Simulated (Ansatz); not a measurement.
P:

```xyz
4
Lattice="1.6477 -5.4650 0.0000 1.6477 5.4650 0.0000 0.0000 0.0000 4.5436" Properties=species:S:1:pos:R:3 pbc="T T T"
P     1.6477   -4.4173    2.6754
P     1.6477    4.4173    1.8683
P     1.6477   -1.0477    0.4035
P     1.6477    1.0477    4.1401
```

| Item | Value |
| --- | --- |
| Program | Ansatz 0.2.0 |
| Task | relaxation of cell and atoms |
| Functional | PBE |
| Potentials or basis | Ansatz PAW earlier set |
| Cutoff | 600 eV (not typed: the program's choice for these potentials) |
| k mesh | 8 × 8 × 6 |
| Occupations | fermi-dirac, width 0.05 eV |
| Spin | no spin polarisation |

At the start: volume 20.46 Å³/atom.

**Question.** How do energy, volume and symmetry change on relaxing?

**Answer.** It ends after 6 steps and the volume is 21.30 Å³/atom (+4.1 %); space group Cmce (No. 64, to 0.05 Å).

The path:
```tsv
step	energy change (eV)	largest force (eV/Å)	volume (Å³)
1	0.0000	0.3374	81.83
2	-0.0150	0.1084	83.35
3	-0.0186	0.0348	85.22
4	-0.0193	0.0078	85.06
5	-0.0193	0.0053	85.19
6	-0.0195	0.0052	85.19
```

Final structure:
```
CELL_PARAMETERS angstrom
1.65573 -5.64164 0.00000
1.65573 5.64164 0.00000
0.00000 0.00000 4.55989
ATOMIC_POSITIONS crystal
P 0.90597 0.09403 0.58644
P 0.09403 0.90597 0.41356
P 0.59403 0.40597 0.08644
P 0.40597 0.59403 0.91356
```

Caveat: the plane-wave basis is chosen anew once the cell has moved, so the energies of steps on either side of that aren't comparable.
